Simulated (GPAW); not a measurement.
# SnO2 (R-3m) in GPAW: a series of runs, part 3 of 5

GPAW 26.7.0. The steps go on from the part before.

### Step 5. Equation of state, LDA

run.py reads:

```python
from ase import Atoms
from ase.eos import EquationOfState
from ase.io import Trajectory
from ase.units import GPa
from gpaw import GPAW, PW

atoms = Atoms(['Sn', 'O', 'O'],
              cell=[[1.6170930752, 0.9336291223, 4.800592584],
                    [-1.6170930752, 0.9336291223, 4.800592584],
                    [0.0, -1.8672582446, 4.800592584]],
              scaled_positions=[[0.5, 0.5, 0.5],
                                [0.76283, 0.76283, 0.76283],
                                [0.23717, 0.23717, 0.23717]],
              pbc=True)

traj = Trajectory('eos.traj', 'w')
volumes, energies = [], []
for x in [0.94, 0.96, 0.98, 1.0, 1.02, 1.04, 1.06]:
    a = atoms.copy()
    a.set_cell(atoms.cell * x**(1 / 3), scale_atoms=True)
    calc = GPAW(mode=PW(800),
                xc='LDA',
                kpts={'size': (6, 6, 6), 'gamma': True},
                occupations={'name': 'fermi-dirac', 'width': 0.05},
                nbands=24,
                convergence={'density': 1e-05, 'energy': 1e-05},
                maxiter=150,
                txt=f'eos-{x:.2f}.txt')
    a.calc = calc
    energies.append(a.get_potential_energy(force_consistent=True))
    volumes.append(a.get_volume())
    p = -a.get_stress()[:3].mean() / GPa
    calc.write(f'eos-{x:.2f}.gpw')
    traj.write(a)
    print(f'{x:.2f} {volumes[-1]:10.4f} A^3 {energies[-1]:14.6f} eV {p:9.3f} GPa', flush=True)

v0, e0, B = EquationOfState(volumes, energies, eos='birchmurnaghan').fit()
print(f'V0 = {v0:.4f} A^3, E0 = {e0:.6f} eV, B0 = {B / GPa:.2f} GPa')
```

Potentials or basis: the program's PAW data sets (release 1.2.1) made for this functional, pw.

On the command line:

```bash
$ OMP_NUM_THREADS=1 python run.py
```

What it wrote:

```text
__  _  _
 | _ |_)|_||  |
 |__||  | ||/\| - 26.7.0

Input parameters:
  mode=PW(ecut=800.0),
  convergence={'density': 1e-05, 'energy': 1e-05},
  kpts=MonkhorstPack(size=(6, 6, 6), gamma=True),
  maxiter=150,
  nbands=24,
  occupations=Occupations(name='fermi-dirac', width=0.05),
  xc=XC(name='LDA')

Diagonalizing LCAO Hamiltonian
Converting LCAO to pw mode

       O

       Sn

       O

Atoms  # Å, Bohr magnetons
|   | symbol |         x |         y |         z |    initial magnetic moments |
|---|--------|-----------|-----------|-----------|-----------------------------|
| 0 |     Sn |  0.000000 |  0.000000 |  7.053891 | ( 0.0000,  0.0000,  0.0000) |
| 1 |      O | -0.000000 |  0.000000 | 10.761839 | ( 0.0000,  0.0000,  0.0000) |
| 2 |      O | -0.000000 | -0.000000 |  3.345943 | ( 0.0000,  0.0000,  0.0000) |

Unit cell  # Å
| periodic |         x |         y |        z |  lengths |    angles |
|----------|-----------|-----------|----------|----------|-----------|
|      yes |  1.584082 |  0.914570 | 4.702594 | 5.045804 | 36.593718 |
|      yes | -1.584082 |  0.914570 | 4.702594 | 5.045804 | 36.593718 |
|      yes |  0.000000 | -1.829140 | 4.702594 | 5.045804 | 36.593718 |

Number of symmetries: 12
Symmetry operations  # r_c * U_cc + t_c -> r_c
|    | kind |            matrix            |
|----|------|------------------------------|
|  0 |  E   |  1, 0, 0,  0, 1, 0,  0, 0, 1 |
|  1 |  σ   |  1, 0, 0,  0, 0, 1,  0, 1, 0 |
|  2 |  σ   |  0, 1, 0,  1, 0, 0,  0, 0, 1 |
|  3 |  C3  |  0, 1, 0,  0, 0, 1,  1, 0, 0 |
|  4 |  C3  |  0, 0, 1,  1, 0, 0,  0, 1, 0 |
|  5 |  σ   |  0, 0, 1,  0, 1, 0,  1, 0, 0 |
|  6 |  C2  |  0, 0,-1,  0,-1, 0, -1, 0, 0 |
|  7 |  S6  |  0, 0,-1, -1, 0, 0,  0,-1, 0 |
|  8 |  S6  |  0,-1, 0,  0, 0,-1, -1, 0, 0 |
|  9 |  C2  |  0,-1, 0, -1, 0, 0,  0, 0,-1 |
| 10 |  C2  | -1, 0, 0,  0, 0,-1,  0,-1, 0 |
| 11 |  i   | -1, 0, 0,  0,-1, 0,  0, 0,-1 |

BZ-sampling:
  Number of BZ points: 216
  Number of IBZ points: 32

  Monkhorst-Pack size: [6, 6, 6]
  Monkhorst-Pack shift: [0.08333333333333333, 0.08333333333333333, 0.08333333333333333]

K-points  # in reciprocal-cell coordinates
|     |                                coordinates |     weight |
|-----|--------------------------------------------|------------|
|   0 | (  0.00000000,   0.00000000,   0.00000000) | 0.00462963 |
|   1 | (  0.16666667,   0.00000000,  -0.16666667) | 0.02777778 |
|   2 | (  0.16666667,   0.00000000,   0.00000000) | 0.02777778 |
|   3 | (  0.16666667,   0.16666667,  -0.16666667) | 0.02777778 |
|   4 | (  0.16666667,   0.16666667,   0.00000000) | 0.02777778 |
|   5 | (  0.16666667,   0.16666667,   0.16666667) | 0.00925926 |
|   6 | (  0.33333333,  -0.16666667,  -0.16666667) | 0.02777778 |
|   7 | (  0.33333333,   0.00000000,  -0.33333333) | 0.02777778 |
|   8 | (  0.33333333,   0.00000000,  -0.16666667) | 0.05555556 |
[... 68 lines left out ...]
    |------|--------|-------------|----------|
    |   2s |  2.000 |     -23.752 |    0.688 |
    |   2p |  4.000 |      -9.195 |    0.598 |
    |    s |        |       3.459 |    0.688 |
    |    p |        |      18.016 |    0.598 |
    |    d |        |       0.000 |    0.619 |

    Using partial waves for O as LCAO basis

Reference energy: -171921.402948  # eV

eigensolver:
  PPCG
  Converge bands: occupied
  niter=2

density mixing:
  MSR1-Mixer
  Pratt-step length: 0.05
  Maximum mixing coefficient: 0.75
  Old densities: 10
  SVD Regularization: 0.005
  Good broyden scale: 1.0
  Trust region scale: 1.0
  Backstep threshold: 4.0
  History deletion threshold: 6.0
  Fourier metric: weight=20.0, sigma=0.015

occupation numbers:
  Fermi-Dirac:
    width: 0.0500  # eV

poisson solver:
  ecut: 6400.0  # eV

xc functional:
  name: None

convergence criteria:
- Maximum integral of absolute [dens]ity change: 1e-05 electrons / valence electron
- Maximum [total energy] change in last 3 cyles: 1e-05 eV / valence electron
- Maximum integral of absolute [eigenst]ate change: 4e-08 eV^2 / valence electron
maximum number of iterations: 150

SCF iterations
|iter     | |      energy | eigst |  dens |
|---------|-|-------------|-------|-------|
|iter:   1| |  -24.126797 | +0.21 |       |
|iter:   2| |  -23.376595 | -1.65 | -0.90 |
|iter:   3| |  -21.388028 | -0.84 | -0.95 |
|iter:   4| |  -21.362662 | -3.25 | -1.53 |
|iter:   5| |  -21.355803 | -3.51 | -1.82 |
|iter:   6| |  -21.355834 | -5.29 | -2.99 |
|iter:   7| |  -21.355844c| -6.02 | -3.41 |
|iter:   8| |  -21.355844c| -7.82c| -4.52 |
|iter:   9| |  -21.355844c| -7.98c| -5.01c|

Converged in 9 steps
Energy contributions relative to reference atoms: (reference = -171921.402948)

Energy contributions:
  Kinetic:          33.449256
  Coulomb:         -30.168767
  Zero:              0.043109
  External:          0.000000
  Xc:              -24.679441
  Entropy:          -0.000000
  Spinorbit:         0.000000
  ----------------------------
  Free energy:     -21.355844
  Extrapolated:    -21.355844

dipole moment: (-0.000000, -0.000000, 0.000012)  # |e|*Ang

Fermi level: 4.546
Eigenvalues  # (at kpt = [0.000, 0.000, 0.000])
| band index |      eig [eV] | occ [0-2] |
|------------|---------------|-----------|
|          0 |       -16.411 |     2.000 |
|        ... |               |           |
|          5 |       -14.498 |     2.000 |
|          6 |       -12.486 |     2.000 |
|          7 |        -0.440 |     2.000 |
|          8 |         2.119 |     2.000 |
|          9 |         2.119 |     2.000 |
|         10 |         2.619 |     2.000 |
[... 8 lines left out ...]
|         19 |        20.925 |     0.000 |
|         20 |        20.944 |     0.000 |
|        ... |               |           |
|         23 |        27.723 |     0.000 |

Gap: 2.209 eV
Transition (v -> c):
  (s=0, k=28, n=12, [0.50, 0.50, 0.00]) -> (s=0, k=0, n=13, [0.00, 0.00, 0.00])
Direct/indirect transitions are different
Direct gap: 2.388 eV
Transition at: (s=0, k=0, n=12, [0.00, 0.00, 0.00])

Stress tensor  # eV/Ang^3
|         x |        y |         z |
|-----------|----------|-----------|
|  0.007733 | 0.000000 | -0.000000 |
|  0.000000 | 0.007733 |  0.000000 |
| -0.000000 | 0.000000 |  0.021434 |

# Writing to eos-0.94.gpw (mode='')
```

stdout:

```text
<dir> UserWarning: The angles between your unit-cell vectors are 36.6, 36.6 and 36.6 degrees.  Results may be wrong!  Please Niggli-reduce your unit-cell so that the angles are closer to 90 degrees:

  from ase.build import niggli_reduce
  niggli_reduce(atoms)

  warnings.warn(
0.94    40.8774 A^3     -21.355844 eV    -1.971 GPa
0.96    41.7471 A^3     -21.336969 eV    -5.207 GPa
0.98    42.6169 A^3     -21.301660 eV    -8.065 GPa
1.00    43.4866 A^3     -21.251690 eV   -10.590 GPa
1.02    44.3563 A^3     -21.188768 eV   -12.819 GPa
1.04    45.2261 A^3     -21.114494 eV   -14.781 GPa
1.06    46.0958 A^3     -21.030209 eV   -16.507 GPa
<dir> UserWarning: The minimum volume of your fit is not in your volumes.  You may not have a minimum in your dataset!
  warnings.warn(
V0 = 40.4338 A^3, E0 = -21.358368 eV, B0 = 170.62 GPa
```

eos-0.96.txt:

```text
SCF iterations
|iter     | |      energy | eigst |  dens |
|---------|-|-------------|-------|-------|
|iter:   1| |  -24.083722 | +0.20 |       |
|iter:   2| |  -23.333449 | -1.65 | -0.90 |
|iter:   3| |  -21.370220 | -0.85 | -0.96 |
[... 47 lines left out ...]
|         23 |        27.240 |     0.000 |

Gap: 2.062 eV
Transition (v -> c):
  (s=0, k=1, n=12, [0.17, 0.00, -0.17]) -> (s=0, k=0, n=13, [0.00, 0.00, 0.00])
Direct/indirect transitions are different
Direct gap: 2.218 eV
Transition at: (s=0, k=0, n=12, [0.00, 0.00, 0.00])

Stress tensor  # eV/Ang^3
|         x |         y |         z |
|-----------|-----------|-----------|
|  0.032252 |  0.000000 | -0.000000 |
|  0.000000 |  0.032252 | -0.000000 |
| -0.000000 | -0.000000 |  0.032995 |

# Writing to eos-0.96.gpw (mode='')
```

Wall time 11 min (1 thread of Intel Xeon at 2.70GHz, shared host); peak memory 0.33 GiB.

What came out:

```
Equilibrium volume                        : 13.48 Å³/atom (rough: see the caveat)
Bulk modulus at fixed shape and positions : 171 GPa (rough)
```

Energy against volume, from the lowest point:
```
volume (Å³/atom)  energy (meV/atom)
          13.626               0.00
          13.916               6.29
          14.206              18.06
          14.496              34.72
          14.785              55.69
          15.075              80.45
          15.365             108.54
```

Caveat: the k mesh is coarse (spacing up to 0.38 Å⁻¹), so the values aren't converged; the minimum lies outside the volumes run; the cell was scaled at fixed shape and fractional positions, which overstates the stiffness of a crystal with free parameters, most of all of layers and chains; the program warned that so skewed a cell can give wrong results.

(Part 3 of 5 ends here.)
